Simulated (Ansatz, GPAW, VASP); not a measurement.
## One calculation of NiO, 3 ways

```
Ni O
1.0
     0.00000    2.08590    2.08590
     2.08590    0.00000    2.08590
     2.08590    2.08590    0.00000
Ni O
1 1
Direct
  0.00000 0.00000 0.00000
  0.50000 0.50000 0.50000
```

Alike in all runs: task single point; functional PBE; k mesh 11 × 11 × 11; occupations gaussian, width 0.018 eV; collinear spin, ferromagnetic start; no spin-orbit coupling. The measured crystal is an antiferromagnetic insulator; the state found here is the runs' own. Pressure is positive in compression and, in plane waves, holds the error of the finite cutoff.

| program and potentials | plane-wave cutoff (eV) | notes | pressure (GPa) | net moment per atom (μB) |
| --- | --- | --- | --- | --- |
| Ansatz, all-electron LAPW, scalar-relativistic | - | - | 6.63 | 0.91 |
| GPAW, GPAW PAW data sets (gpaw-data 1.2.1) | 800 | 11 valence electrons an atom on average; this data set often lies off other programs | 10.23 | 0.89 |
| VASP, PBE PAW files Ni, O, 520 eV | 520 | 8 valence electrons an atom on average | ? | ? |

Question: Estimate from the other rows what the run with VASP, PBE PAW files Ni, O, 520 eV gave.

Answer: Pressure 6.09 GPa; net moment per atom 0.89 μB. The other rows, which needn't bracket it: pressure 6.63 to 10.23; net moment per atom 0.89 to 0.91.
